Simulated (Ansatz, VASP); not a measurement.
## CoO in VASP and in Ansatz

File INCAR:

```
SYSTEM = CoO
  ALGO = Normal
  EDIFF = 1E-6
  ENCUT = 520
  GGA = PE
  ISIF = 2
  ISMEAR = 0
  ISPIN = 2
  LASPH = .True.
  LCHARG = .True.
  LDAU = .True.
  LDAUJ = 0 0
  LDAUL = 2 -1
  LDAUPRINT = 1
  LDAUTYPE = 2
  LDAUU = 3.3 0
  LELF = .True.
  LMAXMIX = 4
  LORBIT = 11
  LREAL = .False.
  LVHAR = .True.
  LWAVE = .False.
  MAGMOM = 3 0
  NBANDS = 18
  NELM = 150
  PREC = Accurate
  SIGMA = 0.05
```

The input KPOINTS:

```
k-points
0
Gamma
  6 6 6
  0 0 0
```

POSCAR

```
CoO
1.0
    0.0000000000      2.1315016559      2.1315016559
    2.1315016559      0.0000000000      2.1315016559
    2.1315016559      2.1315016559      0.0000000000
Co O
1 1
Direct
    0.0000000000      0.0000000000      0.0000000000
    0.5000000000      0.5000000000      0.5000000000
```

Input for Ansatz:

```yaml
crystal:
  lattice:
    - [0.0, 2.1315016559, 2.1315016559]
    - [2.1315016559, 0.0, 2.1315016559]
    - [2.1315016559, 2.1315016559, 0.0]
  atoms:
    - { symbol: Co, position: [0.0, 0.0, 0.0], spin: 3.0 }
    - { symbol: O, position: [0.5, 0.5, 0.5] }
basis:
  ecutwfc: 420
  ecutrho_ratio: 4
kpoints:
  mp_grid: { grid: [6, 6, 6] }
hamiltonian:
  xc: pbe
  hubbard: { sites: [{ species: Co, l: d, u_eff: 3.3 }] }
scf:
  occupations: { method: gaussian, width: 0.05 }
output:
  forces: true
  stress: true
  eigenvalues: true
  populations: true
  hubbard: { sites: [{ species: Co, l: d }] }
magnetization:
  spin_polarized: true
```

Alike in both runs: task single point; functional PBE; k mesh 6 × 6 × 6; occupations gaussian, width 0.05 eV; collinear spin; Hubbard terms Co d U = 3.3 eV.

|  | VASP | Ansatz |
| --- | --- | --- |
| version | VASP 6.6.1 | Ansatz 0.2.0 |
| potentials or method | VASP PAW PBE potentials, release 64 (Co, O) | scalar-relativistic, plane waves, PAW |
| plane-wave cutoff (eV) | 520 | 420 |
| valence electrons in the cell | 15 | 23 |

Ansatz gave:

```
pressure (GPa)                                                : 8.2
largest component of the traceless stress (GPa)               : 0.67
net moment per atom (μB)                                      : 1.50
size of the moment on the site where the two differ most (μB) : 2.60
```

Problem. Which values does VASP return?

Solution. Pressure (GPa): -2.4; largest component of the traceless stress (GPa): 0.00; net moment per atom (μB): 1.50; size of the moment on the site where the two differ most (μB): 2.73.

Site moments also hang on the region over which each program counts them. The programs project onto different local orbitals, so the same U acts differently. The two sets of potentials don't hold the same shells in valence. Ansatz warned: «reached_outside_group».

Caveats: the k mesh is coarse (spacing up to 0.43 Å⁻¹), so the values aren't converged; a cell with one magnetic atom can't hold antiferromagnetic order, which such compounds often take. The state reached can hang on the start; a lower one may exist.
